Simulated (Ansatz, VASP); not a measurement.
# Sc in VASP and in Ansatz

File INCAR:

```
SYSTEM = Sc
PREC = Accurate ; ENCUT = 520
EDIFF = 1E-6 ; ISMEAR = -1
SIGMA = 0.1 ; LREAL = .False.
LASPH = .True. ; NELM = 60
ALGO = Normal ; ISIF = 2
LWAVE = .False. ; LCHARG = .False.
GGA = RP ; NBANDS = 24
```

File KPOINTS:

```
Automatic mesh
0
Gamma
  8 8 11
  0 0 0
```

Contents of POSCAR:

```
Sc
1.0
    4.9977218777      0.0000000000      0.0000000000
   -2.4988609388      4.3281541071      0.0000000000
    0.0000000000      0.0000000000      3.1184849074
Sc
3
Direct
    0.0000000000      0.0000000000      0.0000000000
    0.3333333333      0.6666666667      0.5000000000
    0.6666666667      0.3333333333      0.5000000000
```

Input for Ansatz:

```yaml
crystal:
  lattice:
    - [4.9977218777, 0.0, 0.0]
    - [-2.4988609388, 4.3281541071, 0.0]
    - [0.0, 0.0, 3.1184849074]
  atoms:
    - { symbol: Sc, position: [0.0, 0.0, 0.0] }
    - { symbol: Sc, position: [0.3333333333, 0.6666666667, 0.5] }
    - { symbol: Sc, position: [0.6666666667, 0.3333333333, 0.5] }
hamiltonian:
  xc: rpbe
  pseudopotentials:
    kind: paw
    azcp:
      Sc: "pseudopotentials/Sc.paw.azcp"
basis:
  ecutwfc: 420
  fft_grid_basis: typed
kpoints:
  mp_grid: { grid: [8, 8, 11], shift: [0, 0, 0] }
magnetization:
  spin_polarized: false
scf:
  occupations: { method: fermi_dirac, width: 0.1 }
  lower_state_search: "off"
output:
  stress: true
```

Alike in both runs: task single point; functional RPBE; k mesh 8 × 8 × 11; occupations fermi-dirac, width 0.1 eV; no spin polarisation.

```csv
,VASP,Ansatz
version,VASP 6.6.1,Ansatz 0.2.0
potentials or method,"VASP PAW PBE potentials, release 64 (Sc_sv)","plane waves (420 eV) with PAW, scalar-relativistic"
plane-wave cutoff (eV),520,420
valence electrons in the cell,33,33
```

```csv
,VASP,Ansatz,Ansatz less VASP
pressure (GPa),7.8,7.7,-0.06
largest component of the traceless stress (GPa),0.20,0.22,+0.011
```

Caveats: the PAW data sets were made with another functional, which shifts forces and pressure a little (VASP).
